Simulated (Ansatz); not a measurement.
V:

```
V
1.0
    -1.51435    1.51435    1.51435
     1.51435   -1.51435    1.51435
     1.51435    1.51435   -1.51435
V
1
Direct
  0.00000 0.00000 0.00000
```

```yaml
Program: Ansatz 0.2.0
Task: relaxation of cell and atoms
Functional: revPBE
Dispersion: D3(BJ)
Potentials_or_basis: all-electron LAPW, scalar-relativistic
Basis_error_allowed: 0.001 eV/atom
k_mesh: 12 × 12 × 12
Occupations: fermi-dirac, width 0.05 eV
Spin: collinear spin, ferromagnetic start
Starting_moments: "[2.0] μB"
```

At the start: volume 13.89 Å³/atom.

Task: Where does the relaxation end?

Result: Over 5 steps the energy falls by 81.3 meV/atom and the volume is 12.51 Å³/atom (-10.0 %); space group Im-3m (No. 229, to 0.05 Å); moment 0.00 μB per cell.

The path:
```
step  energy change (eV)  largest force (eV/Å)  volume (Å³)
   1              0.0000                0.0000        13.89
   2             -0.0796                0.0000        12.33
   3             -0.0813                0.0000        12.53
   4             -0.0813                0.0000        12.51
   5             -0.0813                0.0000        12.51
```

Final structure:
```xyz
1
Lattice="-1.4623 1.4623 1.4623 1.4623 -1.4623 1.4623 1.4623 1.4623 -1.4623" Properties=species:S:1:pos:R:3 pbc="T T T"
V     0.0000    0.0000    0.0000
```

Caveat: the starting moments weren't kept.
